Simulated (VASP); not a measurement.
## PtS2: band structure with BLYP

Crystal: PtS2.

```
Pt S
1.0
     3.54320    0.00000    0.00000
    -1.77160    3.06850    0.00000
     0.00000    0.00000    5.03880
Pt S
1 2
Direct
  0.00000 0.00000 0.00000
  0.66667 0.33333 0.77300
  0.33333 0.66667 0.22700
```

```yaml
Program: VASP 6.6.1
Task: band structure
Functional: BLYP
Potentials_or_basis: VASP PAW PBE potentials, release 64 (Pt, S)
Cutoff: 520 eV
k_mesh: 9 × 9 × 5
Occupations: fermi-dirac, width 0.05 eV
Spin: no spin polarisation
Further_INCAR_settings: ALGO = Fast; EDIFF = 1e-06
```

| Item | Value |
| --- | --- |
| Band gap on the k mesh | 1.05 eV, indirect (least direct gap 1.12 eV) |
| Band gap along the path | 1.06 eV, indirect (least direct gap 1.56 eV) |

Levels at the corners of the path, in eV from the valence-band top:
```
point  band 9  band 10  band 11  band 12  band 13  band 14
    Γ   -1.09    -1.09    -0.08     2.50     2.50     5.03
    M   -3.16    -2.91    -2.28     1.84     2.88     5.67
    M   -3.16    -2.91    -2.28     1.84     2.88     5.67
    K   -2.61    -1.42    -1.42     1.12     1.12     5.82
    K   -2.61    -1.42    -1.42     1.12     1.12     5.82
    Γ   -1.09    -1.09    -0.08     2.50     2.50     5.03
    Γ   -1.09    -1.09    -0.08     2.50     2.50     5.03
    A   -1.28    -1.28    -0.84     2.97     2.97     5.72
    A   -1.28    -1.28    -0.84     2.97     2.97     5.72
    L   -2.98    -2.66    -1.30     2.14     2.38     5.53
    L   -2.98    -2.66    -1.30     2.14     2.38     5.53
    H   -3.46    -1.82    -1.82     2.28     2.28     7.36
    H   -3.46    -1.82    -1.82     2.28     2.28     7.35
    A   -1.28    -1.28    -0.84     2.97     2.97     5.72
    L   -2.98    -2.66    -1.30     2.14     2.38     5.53
    M   -3.16    -2.91    -2.28     1.84     2.88     5.67
    K   -2.61    -1.42    -1.42     1.12     1.12     5.82
    H   -3.46    -1.82    -1.82     2.28     2.28     7.35
```

Run time: 89 s on 1 thread of Intel(R) Xeon(R) Platinum 8488C (Sapphire Rapids), with other jobs on the host, peak memory 0.24 GiB.

Caveat: the log is that of the step along the path at fixed density, whose energy, stress, charges and moments have no meaning; spin-orbit coupling is left out, which moves the levels of the heavy elements. BLYP gaps usually lie below the measured ones, often by a third to a half.
